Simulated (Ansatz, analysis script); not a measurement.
**Energy of spin spirals in a free-standing square Re monolayer, spacing 2.74 Å**

Aim: the energy of a free-standing square Re monolayer, spacing 2.74 Å as its moments wind into spirals of wavevector q.

Main program and level: Ansatz 0.2.0; PBE, PAW set soft_1.

### Step 1. Set-up

The cell holds 1 atom: 1 Re. Its edges and angles: a = 2.740 Å, b = 2.740 Å, c = 14.000 Å, α = 90.0°, β = 90.0°, γ = 90.0°. An idealised lattice of chosen spacing, in vacuum. Vacuum lies along c.

### Step 2. Starting state

First a free collinear run, to see which state the typed moments lead to.

input.yaml reads:

```yaml
crystal:
  lattice:
    - [2.74, 0.0, 0.0]
    - [0.0, 2.74, 0.0]
    - [0.0, 0.0, 14.0]
  atoms:
    - { symbol: Re, position: [0.0, 0.0, 0.5], spin: 1.0 }
magnetization:
  spin_polarized: true
kpoints:
  mp_grid: { grid: [6, 6, 1] }
hamiltonian:
  xc: pbe
  pseudopotentials: { kind: paw, azcp: { folder: soft_1 } }
scf:
  occupations: { method: fermi_dirac, width: 0.05 }
  max_iter: 120
  convergence: { dr2_threshold: 1.0e-08 }
  lower_state_search: "off"
```

Run with:

```console
$ ansatz run input.yaml --threads 4 --pin off --max-ram 8192MiB --backend cpu --events-out ev --progress --plain --runs-dir out
```

Numbers of over 12 decimals in the logs are rounded to 6 here.

Output:

```text
Engine: ansatz 0.2.0, x86_64-unknown-linux-gnu
Pseudopotentials: kind: paw
Pseudopotential: Re, paw, valence charge 15, recommended cutoff 420 eV (normal), soft_1/Re.paw.azcp
Functional definition: PBE
  parameter kappa = 0.804
  parameter beta = 0.066725
  exchange = pbe_x(kappa = kappa, mu = beta*pi^2/3)
  correlation = pbe_c(beta = beta)
Crystal: 1 atoms, lattice volume = 105.106 Å³
Basis set: ecut = 420 eV, 2107 PW (Γ)
Bands: 12, of which v1, the nominal top of the filled ones, is band 8 counted from 1 (7 counted from 0)
Symmetry: 16 space group operations
Space group: P4/mmm (ITA 123), of the structure as read, at distance tolerance 4.7e-5 Å
Magnetic group: BNS 123.339 (UNI 999), of the structure as read, at distance tolerance 4.7e-5 Å
k-points: 10 of 36
Non-local potential: Re, projectors of the file, l = 0: 3, l = 1: 2, l = 2: 2, l = 3: 1
PAW form: soft (Blöchl's): semilocal exchange-correlation on the pseudo side does not see the compensation charge
PAW one-centre angular grid: Re, 590 points (default); XC on 64 Gauss nodes
Initial density: superposition of atomic densities (neutral atoms: chi_scale 0, normalization atom)
Starting moments: Σ|m| = 1 μB on 1 of 1 site
Initial wavefunctions: pseudopotential atomic-orbital guess
Functional: x = pbe(κ = 0.804, μ = 0.219515), c = pbe(β = 0.066725)
iter 1 solved again at ethr=1.87e-3 eV; its pass at ethr=3.10e-3 eV (dr2=2.81e-1 eV) is discarded
SCF iter   1: F=—  HF=-10865.524481 eV  |F-HF|=—  |Δ(HF+E_count)|=         —  Δρ=2.15e-2 (↑2.15e-2 ↓1.55e-2)  dr2=2.84e-1  dr2_m=2.68e-1  M=0.382 μB ∫|m|=0.388 μB  β_m=0.30  ethr=1.87e-3  ⟨swp⟩=1.0  Hψ=1888  notcnv=0
preconditioner: auto → LDOS  [metal: Δε(μ)=0.079 eV  Ē_g=5.791 eV  σ=0.050 eV  W_gap=0.37  n_scr=8 (ndim 8)  ℏωp=9.6 eV  f_vac=0.660  D(μ)=2.07/eV (n_scr^D=8)]
spin=Collinear: LDOS preconditioning applied to the charge; magnetization (m = ρ↑ − ρ↓) channel mixes plain (no charge-response kernel on spin).
SCF iter   2: F=—  HF=-10865.521670 eV  |F-HF|=—  |Δ(HF+E_count)|=   2.81e-3  Δρ=1.46e-2 (↑1.46e-2 ↓1.15e-2)  dr2=1.31e-1  dr2_m=1.34e-1  M=0.405 μB ∫|m|=0.412 μB  β_m=0.30  ethr=1.87e-3  ⟨swp⟩=1.9  Hψ=291  notcnv=0
SCF iter   3: F=—  HF=-10865.516878 eV  |F-HF|=—  |Δ(HF+E_count)|=   4.79e-3  Δρ=9.31e-3 (↑8.17e-3 ↓9.31e-3)  dr2=5.57e-3  dr2_m=7.10e-2  M=0.423 μB ∫|m|=0.429 μB  β_m=0.30  ethr=8.71e-4  ⟨swp⟩=2.7  Hψ=449  notcnv=0
SCF iter   4: F=—  HF=-10865.536462 eV  |F-HF|=—  |Δ(HF+E_count)|=   1.96e-2  Δρ=6.25e-3 (↑6.25e-3 ↓6.13e-3)  dr2=1.51e-3  dr2_m=3.62e-2  M=0.462 μB ∫|m|=0.468 μB  β_m=0.30  ethr=3.71e-5  ⟨swp⟩=2.5  Hψ=616  notcnv=0
SCF iter   5: F=—  HF=-10865.549102 eV  |F-HF|=—  |Δ(HF+E_count)|=   1.26e-2  Δρ=4.55e-3 (↑4.55e-3 ↓4.52e-3)  dr2=1.42e-4  dr2_m=1.97e-2  M=0.506 μB ∫|m|=0.512 μB  β_m=1.00  ethr=1.00e-5  ⟨swp⟩=2.0  Hψ=421  notcnv=0
SCF iter   6: F=—  HF=-10865.572521 eV  |F-HF|=—  |Δ(HF+E_count)|=   2.34e-2  Δρ=2.38e-3 (↑2.38e-3 ↓2.14e-3)  dr2=9.72e-5  dr2_m=4.91e-3  M=0.607 μB ∫|m|=0.613 μB  β_m=1.00  ethr=9.48e-7  ⟨swp⟩=3.4  Hψ=610  notcnv=0
SCF iter   7: F=—  HF=-10865.582102 eV  |F-HF|=—  |Δ(HF+E_count)|=   9.58e-3  Δρ=1.57e-3 (↑1.57e-3 ↓1.12e-3)  dr2=2.54e-4  dr2_m=1.72e-3  M=0.661 μB ∫|m|=0.669 μB  β_m=1.00  ethr=6.48e-7  ⟨swp⟩=3.3  Hψ=540  notcnv=0
SCF iter   8: F=—  HF=-10865.584711 eV  |F-HF|=—  |Δ(HF+E_count)|=   2.61e-3  Δρ=7.79e-4 (↑7.79e-4 ↓1.39e-4)  dr2=5.40e-4  dr2_m=1.41e-4  M=0.668 μB ∫|m|=0.679 μB  β_m=1.00  ethr=6.48e-7  ⟨swp⟩=2.6  Hψ=485  notcnv=0
SCF iter   9: F=—  HF=-10865.585396 eV  |F-HF|=—  |Δ(HF+E_count)|=   6.85e-4  Δρ=7.95e-4 (↑7.95e-4 ↓3.95e-4)  dr2=1.17e-3  dr2_m=4.53e-5  M=0.670 μB ∫|m|=0.682 μB  β_m=0.30  ethr=6.48e-7  ⟨swp⟩=2.0  Hψ=398  notcnv=0
Mixer restart at iter 9: flushing history
spin-set hold released at iteration 9 (site moments contracting): the magnetisation degrees of freedom join the quasi-Newton model from the next iteration; the mixer history was flushed
SCF iter  10: F=—  HF=-10865.585438 eV  |F-HF|=—  |Δ(HF+E_count)|=   4.27e-5  Δρ=5.52e-4 (↑5.52e-4 ↓2.71e-4)  dr2=5.73e-4  dr2_m=2.24e-5  M=0.670 μB ∫|m|=0.682 μB  β_m=0.63  ethr=6.48e-7  ⟨swp⟩=3.0  Hψ=441  notcnv=0
SCF iter  11: F=—  HF=-10865.585524 eV  |F-HF|=—  |Δ(HF+E_count)|=   8.56e-5  Δρ=5.18e-5 (↑5.18e-5 ↓4.10e-5)  dr2=1.13e-5  dr2_m=1.62e-7  M=0.671 μB ∫|m|=0.683 μB  β_m=0.76  ethr=6.48e-7  ⟨swp⟩=2.0  Hψ=434  notcnv=0
SCF iter  12: F=—  HF=-10865.585534 eV  |F-HF|=—  |Δ(HF+E_count)|=   1.05e-5  Δρ=8.69e-6 (↑8.58e-6 ↓8.69e-6)  dr2=1.62e-7  dr2_m=1.28e-8  M=0.671 μB ∫|m|=0.683 μB  β_m=0.85  ethr=7.55e-8  ⟨swp⟩=2.0  Hψ=340  notcnv=0
SCF iter  13: F=—  HF=-10865.585536 eV  |F-HF|=—  |Δ(HF+E_count)|=   1.52e-6  Δρ=2.85e-6 (↑2.21e-6 ↓2.85e-6)  dr2=4.32e-8  dr2_m=6.73e-10  M=0.671 μB ∫|m|=0.683 μB  β_m=0.82  ethr=1.08e-9  ⟨swp⟩=3.0  Hψ=418  notcnv=0
SCF iter  14: F=-10865.585536 eV  HF=-10865.585536 eV  |F-HF|=1.62e-9  |Δ(HF+E_count)|=   1.89e-8  Δρ=7.51e-7 (↑7.51e-7 ↓4.81e-7)  dr2=1.00e-9  dr2_m=1.51e-10  M=0.671 μB ∫|m|=0.683 μB  ethr=6.67e-11  ⟨swp⟩=1.1  Hψ=638  notcnv=0
SCF 1 converged in 14 iterations: F = -10865.585536 eV  dr2 = 1.00e-9
  greatest PAW one-centre occupation: 1.000 electrons in one spin orbital (limit 2), on the Re atom at site 0 (counted from 0), in its partial waves of l = 0
SCF converged after 14 iterations
Magnetization: 0.6712 μB (7.8356 up, 7.1644 down)
Absolute magnetization: 0.6836 μB (∫|ρ↑−ρ↓|, with the PAW one-centre terms)
Spin contamination: 0.0012 ħ² per cell (⟨S²⟩ above its minimum at these occupations)
Per-site moments (μB) at R_I (Å): [(0.476056, 1.130250)]
Free energy (F): -10865.585536 eV
Harris-Foulkes:  -10865.585536 eV  (|F-HF|=1.62e-9)
Internal energy: -10865.580179 eV  (E = F + TS)
E sigma→0 (E₀):  -10865.582857 eV
Entropy (-TS):   -0.005357 eV (-5.357 meV/atom)
Fermi energy:    -1.207759 eV
--- Per-component energies (eV) ---
  E_band       = -444.067430
  E_kinetic    = 510.684497
  E_local      = -5919.708052  (includes V_loc(G=0)·N_el)
  E_nonlocal   = 83.408882
  E_hartree    = 2656.885061
  E_xc         = -349.626286
  E_vxc        = -280.868858  (∫ρ·V_xc dr)
  E_paw        = -8704.726872  (= ΣΔE_a)
  E_vpaw       = -151.355306  (= ΣTr[D̂ρ^β])
  E_aug_tail   = 0.000055  (compensation charges beyond the density's cutoff)
  E_ewald      = 857.502535
  E_smearing   = -0.005357  (= −TS)
  E_closure    = 0.000000  (closes the sum)
  Σ components = -10865.585536   (vs F -10865.585536, Δ=0.00e0)
```

Wall time 1.7 s (4 threads of AMD EPYC 7R43, shared host); peak memory 0.34 GiB.

Spin moment in the atom's sphere by atom:

```tsv
atom	spin moment in the atom's sphere (μB)
Re1	0.476
```

The run ends ferromagnetic, with a net moment of 0.671 μB a cell. With one Re atom carrying the moment, parallel order of its images is forced by the cell, not found.

### Step 3. The same state on a denser mesh

Levels at the Fermi energy are partly filled, so moments and energy differences can hang on the k-mesh, and the state is solved again on a denser one.

input.yaml, the sections that differ from step 2:

```yaml
crystal:
  lattice:
    - [2.74, 0.0, 0.0]
    - [0.0, 2.74, 0.0]
    - [0.0, 0.0, 14.0]
  atoms:
    - { symbol: Re, position: [0.0, 0.0, 0.5], spin: 0.48 }
kpoints:
  mp_grid: { grid: [20, 20, 1] }
basis:
  ecutwfc: 420.0
checkpoint:
  read: start
  write: ck
  compress: false
  write_wavefunctions: false
  write_every: 100000
# magnetization, hamiltonian, scf: as in step 2
```

Output:

```text
[...]
SCF converged after 9 iterations
Magnetization: 0.9444 μB (7.9722 up, 7.0278 down)
Absolute magnetization: 0.9454 μB (∫|ρ↑−ρ↓|, with the PAW one-centre terms)
[...]
Per-site moments (μB) at R_I (Å): [(0.662488, 1.130250)]
Free energy (F): -10865.521868 eV
[...]
Internal energy: -10865.508032 eV  (E = F + TS)
E sigma→0 (E₀):  -10865.514950 eV
Entropy (-TS):   -0.013836 eV (-13.836 meV/atom)
Fermi energy:    -1.107707 eV
[...]
```

It took 1.6 s on 4 threads; peak memory 0.46 GiB.

Spin moment in the atom's sphere by atom:

```tsv
atom	spin moment in the atom's sphere (μB)
Re1	0.662
```

The run ends ferromagnetic, with a net moment of 0.944 μB a cell, against 0.671 μB on the first mesh.

Each spiral starts from these moments, tilted 90° from the rotation axis z (a flat spiral); sizes are free, while the program holds flat spirals in their plane. Spin–orbit coupling is switched off, so the energy does not depend on how the axis lies in the crystal. The folder named start holds the saved collinear state, from which each run begins.

### Step 4. q = (0, 0, 0)

The reference is the same input at q = 0, so that basis and exchange-correlation form match those at other q. Every q is chosen so that q/2 is a mesh vector: every spiral then samples the k-points of q = 0, and much mesh noise cancels.

input.yaml, the sections that differ from step 3:

```yaml
crystal:
  lattice:
    - [2.74, 0.0, 0.0]
    - [0.0, 2.74, 0.0]
    - [0.0, 0.0, 14.0]
  atoms:
    - { symbol: Re, position: [0.0, 0.0, 0.5], spin: 0.66, spin_axis: [1.0, 0.0, 0.0] }
magnetization:
  noncollinear: true
  spin_spiral: { q: [0.0, 0.0, 0.0] }
checkpoint:
  read: start
# kpoints, hamiltonian, scf, basis: as in step 3
```

Run with:

```console
$ ansatz run input.yaml --threads 1 --pin off --max-ram 2048MiB --backend cpu --events-out ev --progress --plain --runs-dir out
```

Output:

```text
Warning: checkpoint.read: spin treatment differs: saved collinear, current noncollinear; the saved charge density seeds this run and the saved magnetisation is carried along the axis that this deck's starting moments share; the saved density holds an absolute magnetisation of 9.5e-1 μB; saved orbitals and DFT+U occupations are not carried; the saved PAW projector densities are carried along that axis
Warning: checkpoint.read: magnetization.spin_spiral differs: saved none, current q = [0, 0, 0]; the saved state is no spin spiral's: the SCF starts from none of its orbitals and from its density, each atom's moment turned about z as a whole to its place on this deck's spiral. A spiral's own state at q: [0, 0, 0] serves better
[...]
Crystal: 1 atoms, lattice volume = 105.106 Å³
Basis set: ecut = 420 eV, 2107 PW (Γ)
Bands: 24, of which v1, the nominal top of the filled ones, is band 15 counted from 1 (14 counted from 0)
Symmetry: 16 space group operations
k-points: 66 of 400
Spin spiral: q = (0, 0, 0) of the reciprocal vectors; moments are told in the frame that turns with it, a site's in that at the site
[...]
SCF iter   1: F=—  HF=-10865.521808 eV  |F-HF|=—  |Δ(HF+E_count)|=         —  Δρ=5.19e-7  dr2=4.27e-10  dr2_m=6.48e-11  ethr=3.26e-7  |M|=9.44e-1 ∫|m|=9.45e-1 μB  |m|>n=7.9e-3 m-floor=8.2e-3 τ_xc=8.8e-14 mc-row=8.2e-3  β_m=0.30  ⟨swp⟩=4.5  Hψ=12440  notcnv=0
eigensolver tolerance schedule: the retry pair's looser diagonalisation over-reported the residual by 114295.27 of it (diagonalisation noise at an unbounded share of the residual, at the tolerance the schedule requests for it); recorded, not acted on — ethr = c·dr2/N_el stays at c = 1.0e-1
[...]
SCF iter   2: F=—  HF=-10865.521867 eV  |F-HF|=—  |Δ(HF+E_count)|=   5.97e-5  Δρ=4.94e-7  dr2=8.11e-11  dr2_m=5.88e-11  ethr=2.85e-12  |M|=9.44e-1 ∫|m|=9.45e-1 μB  |m|>n=8.2e-3 m-floor=8.2e-3 τ_xc=7.9e-9 mc-row=8.2e-3  β_m=0.28  ⟨swp⟩=4.5  Hψ=4494  notcnv=0
SCF iter   3: F=-10865.521867 eV  HF=-10865.521867 eV  |F-HF|=5.28e-11  |Δ(HF+E_count)|=  9.09e-12  Δρ=4.29e-7  dr2=2.13e-11  dr2_m=4.43e-11  ethr=1.00e-12  |M|=9.44e-1 ∫|m|=9.45e-1 μB  |m|>n=8.5e-3 m-floor=8.5e-3 τ_xc=3.5e-9 mc-row=8.5e-3  ⟨swp⟩=1.0  Hψ=3563  notcnv=0
SCF 1 converged in 3 iterations: F = -10865.521867 eV  dr2 = 2.13e-11
[...]
SCF converged after 3 iterations
Magnetization: |M| = 0.9444 μB,  M = (+0.9444, +0.0000, +0.0000) μB
Absolute magnetization: 0.9454 μB (∫|m|, with the PAW one-centre terms)
  site 0: m = (+0.6625, +0.0000, +0.0000) μB, |m| = 0.6625 μB  (R = 1.13 Å)
Free energy (F): -10865.521867 eV
[...]
Internal energy: -10865.508032 eV  (E = F + TS)
E sigma→0 (E₀):  -10865.514950 eV
Entropy (-TS):   -0.013836 eV (-13.836 meV/atom)
Fermi energy:    -1.107726 eV
[...]
```

The job ended after 13 s (1 thread; peak memory 0.61 GiB).

The largest moment is 0.662 μB, against 0.662 μB in the collinear run.

### Step 5. q = (0, 0.2, 0)

Only q changes. The cell stays that of the crystal, since the generalised Bloch theorem carries the rotation from cell to cell.

input.yaml: that of step 4 with these lines changed.

```diff
@@ -21,3 +21,3 @@
   noncollinear: true
-  spin_spiral: { q: [0.0, 0.0, 0.0] }
+  spin_spiral: { q: [0.0, 0.2, 0.0] }
 checkpoint:
```

Output:

```text
[...]
Crystal: 1 atoms, lattice volume = 105.106 Å³
Basis set: ecut = 420 eV, 2107 PW (Γ)
Bands: 24, of which v1, the nominal top of the filled ones, is band 15 counted from 1 (14 counted from 0)
Symmetry: 4 space group operations
k-points: 121 of 400
[...]
SCF iter   9: F=-10865.539368 eV  HF=-10865.539368 eV  |F-HF|=4.24e-10  |Δ(HF+E_count)|=   3.14e-9  Δρ=9.57e-7  dr2=1.35e-10  dr2_m=2.85e-10  ethr=9.26e-12  |M|=1.06e0 ∫|m|=1.10e0 μB  |m|>n=7.5e-3 m-floor=7.8e-3 τ_xc=6.9e-3 mc-row=7.8e-3 uncertified=4  ⟨swp⟩=1.0  Hψ=9276  notcnv=0
SCF 1 converged in 9 iterations: F = -10865.539368 eV  dr2 = 1.35e-10
[...]
SCF converged after 9 iterations
Magnetization: |M| = 1.0616 μB,  M = (+1.0616, +0.0000, +0.0000) μB
Absolute magnetization: 1.1027 μB (∫|m|, with the PAW one-centre terms)
  site 0: m = (+0.7757, +0.0000, +0.0000) μB, |m| = 0.7757 μB  (R = 1.13 Å)
Free energy (F): -10865.539368 eV
[...]
Internal energy: -10865.527733 eV  (E = F + TS)
E sigma→0 (E₀):  -10865.533550 eV
Entropy (-TS):   -0.011636 eV (-11.636 meV/atom)
Fermi energy:    -1.071921 eV
[...]
```

It took 40 s on 1 thread; peak memory 0.85 GiB.

The energy of the cell lies 17.5 meV below that at q = 0, and the largest moment is 0.776 μB against 0.662 μB.

### Step 6. q = (0, 0.5, 0)

input.yaml: that of step 5 with these lines changed.

```diff
@@ -21,3 +21,3 @@
   noncollinear: true
-  spin_spiral: { q: [0.0, 0.2, 0.0] }
+  spin_spiral: { q: [0.0, 0.5, 0.0] }
 checkpoint:
```

Output:

```text
[...]
Crystal: 1 atoms, lattice volume = 105.106 Å³
Basis set: ecut = 420 eV, 2107 PW (Γ)
Bands: 24, of which v1, the nominal top of the filled ones, is band 15 counted from 1 (14 counted from 0)
Symmetry: 4 space group operations
k-points: 121 of 400
[...]
SCF iter   9: F=-10865.602659 eV  HF=-10865.602659 eV  |F-HF|=1.02e-9  |Δ(HF+E_count)|=   1.25e-7  Δρ=2.00e-6  dr2=5.03e-10  dr2_m=1.27e-9  ethr=6.67e-11  |M|=1.27e0 ∫|m|=1.51e0 μB  |m|>n=9.6e-3 m-floor=9.6e-3 τ_xc=1.5e-3 mc-row=9.6e-3 uncertified=2  ⟨swp⟩=3.9  Hψ=7329  notcnv=0
SCF 1 converged in 9 iterations: F = -10865.602659 eV  dr2 = 5.03e-10
[...]
SCF converged after 9 iterations
Magnetization: |M| = 1.2724 μB,  M = (+1.2724, +0.0000, +0.0000) μB
Absolute magnetization: 1.5139 μB (∫|m|, with the PAW one-centre terms)
  site 0: m = (+1.0899, +0.0000, +0.0000) μB, |m| = 1.0899 μB  (R = 1.13 Å)
Free energy (F): -10865.602659 eV
[...]
Internal energy: -10865.594385 eV  (E = F + TS)
E sigma→0 (E₀):  -10865.598522 eV
Entropy (-TS):   -0.008274 eV (-8.274 meV/atom)
Fermi energy:    -0.806378 eV
[...]
```

The job ended after 37 s (1 thread; peak memory 0.87 GiB).

The energy of the cell lies 80.8 meV below that at q = 0, and the largest moment is 1.09 μB against 0.662 μB.

### Step 7. q = (0.2, 0.5, 0)

input.yaml: that of step 6 with these lines changed.

```diff
@@ -21,3 +21,3 @@
   noncollinear: true
-  spin_spiral: { q: [0.0, 0.5, 0.0] }
+  spin_spiral: { q: [0.2, 0.5, 0.0] }
 checkpoint:
```

Output:

```text
[...]
Crystal: 1 atoms, lattice volume = 105.106 Å³
Basis set: ecut = 420 eV, 2107 PW (Γ)
Bands: 24, of which v1, the nominal top of the filled ones, is band 15 counted from 1 (14 counted from 0)
Symmetry: 2 space group operations
k-points: 202 of 400
[...]
SCF iter   9: F=-10865.623982 eV  HF=-10865.623982 eV  |F-HF|=9.09e-10  |Δ(HF+E_count)|=   5.05e-8  Δρ=2.08e-6  dr2=5.72e-10  dr2_m=1.41e-9  ethr=6.67e-11  |M|=1.24e0 ∫|m|=1.50e0 μB  |m|>n=9.6e-3 m-floor=9.6e-3 τ_xc=8.6e-3 mc-row=9.6e-3 uncertified=23  ⟨swp⟩=3.4  Hψ=11317  notcnv=0
SCF 1 converged in 9 iterations: F = -10865.623982 eV  dr2 = 5.72e-10
[...]
SCF converged after 9 iterations
Magnetization: |M| = 1.2383 μB,  M = (+1.2383, +0.0000, +0.0000) μB
Absolute magnetization: 1.4972 μB (∫|m|, with the PAW one-centre terms)
  site 0: m = (+1.0883, +0.0000, +0.0000) μB, |m| = 1.0883 μB  (R = 1.13 Å)
Free energy (F): -10865.623982 eV
[...]
Internal energy: -10865.617091 eV  (E = F + TS)
E sigma→0 (E₀):  -10865.620537 eV
Entropy (-TS):   -0.006890 eV (-6.890 meV/atom)
Fermi energy:    -0.810147 eV
[...]
```

Run time: 62 s. Hardware: 1 thread; peak memory 1.2 GiB.

The energy of the cell lies 102 meV below that at q = 0, and the largest moment is 1.09 μB against 0.662 μB.

### Step 8. q = (0.5, 0.5, 0)

input.yaml: that of step 7 with these lines changed.

```diff
@@ -21,3 +21,3 @@
   noncollinear: true
-  spin_spiral: { q: [0.2, 0.5, 0.0] }
+  spin_spiral: { q: [0.5, 0.5, 0.0] }
 checkpoint:
```

Output:

```text
[...]
Crystal: 1 atoms, lattice volume = 105.106 Å³
Basis set: ecut = 420 eV, 2107 PW (Γ)
Bands: 24, of which v1, the nominal top of the filled ones, is band 15 counted from 1 (14 counted from 0)
Symmetry: 4 space group operations
k-points: 111 of 400
[...]
SCF iter   9: F=-10865.708474 eV  HF=-10865.708474 eV  |F-HF|=5.75e-10  |Δ(HF+E_count)|=   6.09e-8  Δρ=1.57e-6  dr2=9.60e-10  dr2_m=1.02e-9  ethr=5.25e-11  |M|=1.35e0 ∫|m|=1.88e0 μB  |m|>n=9.0e-3 m-floor=9.0e-3 τ_xc=3.8e-3 mc-row=9.0e-3 uncertified=4  ⟨swp⟩=3.0  Hψ=5899  notcnv=0
SCF 1 converged in 9 iterations: F = -10865.708474 eV  dr2 = 9.60e-10
[...]
SCF converged after 9 iterations
Magnetization: |M| = 1.3529 μB,  M = (+1.3529, -0.0000, +0.0000) μB
Absolute magnetization: 1.8831 μB (∫|m|, with the PAW one-centre terms)
  site 0: m = (+1.4300, -0.0000, +0.0000) μB, |m| = 1.4300 μB  (R = 1.13 Å)
Free energy (F): -10865.708474 eV
[...]
Internal energy: -10865.701234 eV  (E = F + TS)
E sigma→0 (E₀):  -10865.704854 eV
Entropy (-TS):   -0.007239 eV (-7.239 meV/atom)
Fermi energy:    -0.814084 eV
[...]
```

The job ended after 39 s (1 thread; peak memory 0.83 GiB).

The energy of the cell lies 187 meV below that at q = 0, and the largest moment is 1.43 μB against 0.662 μB.

The other 2 runs of this kind were made alike; their results stand in the table below.

### Step 9. E(q)

```tsv
q (reciprocal lattice)	path length (1/Å)	E(q) − E(0) (meV a magnetic atom)	|m| Re no. 1 (μB)
(0, 0, 0)	0.000	0.00	0.66
(0, 0.2, 0)	0.459	-17.50	0.78
(0, 0.5, 0)	1.147	-80.79	1.09
(0.2, 0.5, 0)	1.605	-102.11	1.09
(0.5, 0.5, 0)	2.293	-186.61	1.43
(0.3, 0.3, 0)	2.942	-90.89	1.06
(0.2, 0.2, 0)	3.266	-39.58	0.85
(0, 0, 0)	3.915	0.00	0.66
```

### Step 10. Summary of results

* lowest point of the path: q = (0.5, 0.5, 0), -187 meV a magnetic atom from q = 0
* highest point: 0 meV a magnetic atom

The state at q = (0.5, 0.5, 0) lies 187 meV a magnetic atom below the ferromagnetic start, so that start is not the lowest state; a flat spiral with q made of halves, on one magnetic atom a cell, is a collinear order of a doubled cell. The moments change by at most 116 % from their size at q = 0, so they are itinerant and a model of rigid spins is rough. No spin model is given, since the moments change too much along the path. The 7 spiral runs took 4.5 min of wall time, added up. Energies are free energies at a smearing of 0.05 eV, and with partly filled levels differences shift, at times strongly, as the smearing goes to zero. The cell was taken as built, with atoms unrelaxed. In doubt: the program's search for lower states was switched off, so a lower magnetic state than those reached may exist.

[Logs and program files are shortened in this print: banners, set-up blocks, solver, clock and traceback lines can be left out without a mark of their own.]

[Logs are printed without paths, hosts, clocks, repeated set-up lines and the standing remarks that a program may print on its own settings, such as how far it seeks lower states.]

[Hosts, paths, dates, database ids (printed as entryN), source tags and the programs' standing remarks are cut or masked in the printed files.]
